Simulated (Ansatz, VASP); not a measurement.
## Ni: VASP beside Ansatz

```
Ni
1.0
    -1.38671    1.38671    1.38671
     1.38671   -1.38671    1.38671
     1.38671    1.38671   -1.38671
Ni
1
Direct
  0.00000 0.00000 0.00000
```

Alike in both runs: functional PBE; k mesh 17 × 17 × 17; occupations gaussian, width 0.1 eV; collinear spin.

Ansatz relaxed the structure, and its values are those at the end. VASP's run is a single point on that final structure, the one shown.

|  | VASP | Ansatz |
| --- | --- | --- |
| version | VASP 6.6.1 | Ansatz 0.2.0 |
| potentials or method | VASP PAW PBE potentials, release 64 (Ni) | plane waves, PAW |
| plane-wave cutoff (eV) | 520 | 450 |
| valence electrons in the cell | 10 | 18 |

VASP gave:

| Property | Result |
| --- | --- |
| pressure (GPa) | 5.9 |
| net moment per atom (μB) | 0.52 |
| size of the moment on the site where the two differ most (μB) | 0.53 |

Task: Which values does Ansatz return?

Result: Pressure (GPa): 6.0; net moment per atom (μB): 0.54; size of the moment on the site where the two differ most (μB): 0.56.

Site moments also hang on the region over which each program counts them. With one functional, cell and mesh, what is left measures potentials, basis and numerics. The two sets of potentials don't hold the same shells in valence.
